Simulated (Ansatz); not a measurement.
Free-standing chains of the atoms of BN, named by their start (strip: triangular double chain, ladder: square double chain); atoms and period are relaxed, and energies count from relaxed bulk BN (F-43m, 5.88 Å³/atom, gap on the mesh 5.00 eV).

These are results of DFT r2SCAN, scalar-relativistic, plane waves, PAW in Ansatz, not measurements.

Cutoff 500 eV, Gaussian smearing of 0.05 eV, energies at zero smearing, symmetry of each start kept, collinear spin where a moment is listed.

| start | atoms | k mesh | excess energy (eV per host atom) | period (Å) | gap on the mesh (eV) | highest filled level or Fermi level under vacuum (eV) |
| --- | --- | --- | --- | --- | --- | --- |
| linear chain | 2 | 1×1×23 | 0.836 | 2.607 | 4.67 | 6.69 |
| dimerised chain | 2 | 1×1×23 | 0.836 | 2.607 | 4.67 | 6.69 |
| zigzag chain | 2 | 1×1×25 | 0.836 | 2.607 | 4.65 | 6.68 |
| ladder chain | 4 | 1×1×23 | 1.049 | 2.664 | 4.13 | - |

Zero in every row: size of the moment (μB per cell).

An odd mesh misses points on the zone edge, so a gap read on it can be too wide.

Each run keeps its start's symmetry and one magnetic start, so lower states can exist. Rows stand on unlike meshes and boxes, so starts that end alike can differ by a few hundredths of an eV per atom.

Cost: 4 runs of about 39 core-minutes in all, on Intel Xeon Processor @ 2.50GHz (Skylake/Cascade Lake) (shared hosts).